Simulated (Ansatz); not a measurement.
**LiF (zincblende): gap against strain (xy shear, engineering strain (angle))**

LiF built on the zincblende prototype, relaxed with r2SCAN in Ansatz 0.2.0, then strained (xy shear, engineering strain (angle); angles, axes as in the cell below) with the atoms relaxed again within the symmetry that is left. The symmetry is F-43m (No. 216, cubic); conventional cell a = 4.289 Å, 9.86 Å³ an atom. Around Li lie 4 F at 1.86 Å; around F lie 4 Li at 1.86 Å. Note: simulated data, non-magnetic, for a generated structure that need not be the stable one.

```
Li F
1.0
     0.00000    2.14461    2.14461
     2.14461    0.00000    2.14461
     2.14461    2.14461    0.00000
Li F
1 1
Direct
  0.00000 0.00000 0.00000
  0.25000 0.25000 0.25000
```

Gaps are the least over each mesh (PBE 10×10×10, r2SCAN 10×10×10, HSE06 8×8×8 when unstrained) and the special points, which keep their unstrained names; stress is the change from the unstrained cell, compression positive.

```csv
strain (%),"gap, PBE (eV)","gap, r2SCAN (eV)","gap, HSE06 (eV)","edges, HSE06","xy stress, r2SCAN (GPa)","energy rise, r2SCAN (meV/atom)"
-5.82,7.803,8.535,9.983,Γ,+2.12,3.8
-3.16,7.865,8.598,10.046,Γ,+1.14,1.1
0.0,7.930,8.663,10.111,Γ,0.00,0.0
+2.5,7.880,8.612,10.060,Γ,-0.90,0.7
```

The meshes of the hybrids are coarse, so their gaps aren't converged to the digits shown.
